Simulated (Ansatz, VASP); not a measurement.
# AlFe in VASP and in Ansatz

```
Al Fe
1.0
     2.91796    0.00000    0.00000
     0.00000    2.91796    0.00000
     0.00000    0.00000    2.91796
Al Fe
1 1
Cartesian
  0.0000 0.0000 0.0000
  1.4590 1.4590 1.4590
```

Alike in both runs: functional r2SCAN; k mesh 12 × 12 × 12; occupations gaussian, width 0.1 eV; collinear spin.

Ansatz relaxed the structure, and its values are those at the end. VASP's run is a single point on that final structure, the one shown.

|  | VASP | Ansatz |
| --- | --- | --- |
| version | VASP 6.6.1 | Ansatz 0.2.0 |
| potentials or method | VASP PAW PBE potentials, release 64 (Al, Fe) | scalar-relativistic, plane waves, PAW |
| plane-wave cutoff (eV) | 520 | 500 |
| valence electrons in the cell | 11 | 19 |

|  | VASP | Ansatz | Ansatz less VASP |
| --- | --- | --- | --- |
| gap on the k mesh at the Fermi level (eV) | none | none | - |
| pressure (GPa) | -11.7 | 0.0 | +11.69 |
| net moment per atom (μB) | 0.42 | 0.98 | +0.558 |
| size of the moment on the site where the two differ most (μB) | 0.96 | 2.17 | +1.209 |

The net moments differ so much that the two runs ended in different magnetic states, which moves the other rows too. Site moments also hang on the region over which each program counts them. A gap of «none» marks a metal or a gap that the smearing closes. The two sets of potentials don't hold the same shells in valence.

Caveats: the PAW data sets were made with another functional, which shifts forces and pressure a little (VASP).
